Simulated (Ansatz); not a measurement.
CsPbI3 in the cubic perovskite structure (space group Pm-3m, No. 221)

CsPbI3 has the cubic space group Pm-3m (No. 221), the cubic perovskite structure, Pearson symbol cP5. Lattice parameters: a = 6.391 Å, b = 6.391 Å, c = 6.391 Å, α = 90.00°, β = 90.00°, γ = 90.00°. Cs on 1a has 12 I at 4.519 Å (cuboctahedral). Pb on 1b sees 6 I at 3.195 Å (octahedral). I on 3c is surrounded by 2 Pb at 3.195 Å and 4 Cs at 4.519 Å (octahedral). (Neighbours: up to the widest gap in distance over summed covalent radii, below 1.35, at either atom; cation-cation and far metal-metal contacts left out.)

The values are results of PBE (Ansatz, a first-principles code; PAW; 420 eV plane waves; scalar-relativistic without spin-orbit coupling), earlier PAW set, not measurements. k-mesh 5×5×5 (Γ-centred); smearing 0.05 eV (Fermi–Dirac).

| Item | Value |
|---|---|
| Volume per atom | 52.20 Å³ |
| Density | 4.59 g/cm³ |
| Band gap | 1.49 eV, direct at R |
| Electron mass (degenerate bands, along [100]) | 0.070, 0.77, 0.77 mₑ |
| Hole mass | 0.15 mₑ |
| Lowest conduction-band minima above the VBM | R along ⟨111⟩ 1.49 eV |
| Total energy | -8024.777 eV/atom (σ→0; compares only within this code and set-up) |

With I and Pb present, leaving out spin-orbit coupling can change the band edges. Masses are band curvatures over ±0.01 Å⁻¹ around the edge. No phonon test of stability was made. Many cubic perovskites are stable only at high temperature; tilts and polar distortions were not tested. This is not the structure that CsPbI3 has at room temperature and ambient pressure.
